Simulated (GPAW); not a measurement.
Ni:

```
Ni
1.0
    -1.38372    1.38372    1.38372
     1.38372   -1.38372    1.38372
     1.38372    1.38372   -1.38372
Ni
1
Direct
  0.00000 0.00000 0.00000
```

This isn't the form of Ni at room conditions, which is fcc.

Base run:

* Program: GPAW 26.7.0
* Functional: r2SCAN
* Potentials or basis: GPAW PAW data sets (gpaw-data 1.2.1)
* Cutoff: 600 eV
* Basis: pw
* k mesh: 13 × 13 × 13
* Occupations: fermi-dirac, width 0.05 eV
* Spin: collinear spin, ferromagnetic start
* Starting moments: [1.0] μB
* Hubbard terms: Ni d U = 8 eV

Its results: band gap on the k mesh none (metal or under the smearing width); pressure 8.1 GPa; net moment 0.92 μB per cell; site moments Ni +1.05 μB.

The run is repeated on the same cell with these changes: hubbard terms from Ni d U = 8 eV to none. What comes out?

Band gap on the k mesh none (metal or under the smearing width); pressure 4.0 GPa; net moment 0.65 μB per cell; site moments Ni +0.71 μB.

Caveats: the stock nickel data set gives pressures a few GPa off other programs; the PAW data sets were made with another functional, which shifts forces and pressure a little; the U is typed as a test and isn't derived for this compound (some runs).
